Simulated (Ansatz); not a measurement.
Input of an Ansatz 0.2.0 run:

The input input.yaml:

```yaml
crystal:
  lattice:
    - [-1.6, 1.6, 3.9305]
    - [1.6, -1.6, 3.9305]
    - [1.6, 1.6, -3.9305]
  atoms:
    - { symbol: Mo, position: [0.0, 0.0, 0.0] }
    - { symbol: Si, position: [0.667, 0.667, 0.0] }
    - { symbol: Si, position: [0.333, 0.333, 0.0] }
hamiltonian:
  xc: pbe
  pseudopotentials: { kind: paw }
  hubbard: { sites: [{ species: Mo, l: d, u_eff: 6.0 }] }
kpoints:
  mp_grid: { grid: [12, 12, 12] }
scf:
  occupations: { method: fermi_dirac, width: 0.05 }
  n_extra_bands: 7
output:
  forces: true
  stress: true
  eigenvalues: true
  dos: { projected: true, de: 0.05, nscf_kmesh: { grid: [18, 18, 18] } }
```

Potentials or basis: Ansatz PAW.

Command:

```bash
$ ansatz run input.yaml --threads 2 --pin off --max-ram 5632MiB --backend cpu --events-out ev --progress --plain --runs-dir out
```

(1) What does it give for the pressure?

(2) Estimate the density of states at the Fermi level.

Answers

(1) 1.2 GPa.

(2) 0.08 states/eV per cell.

Caveat: U without spin polarisation on a metal has little footing; the U is typed as a test and isn't derived for this compound; the density of states is complete only up to the lowest level of the last band computed.
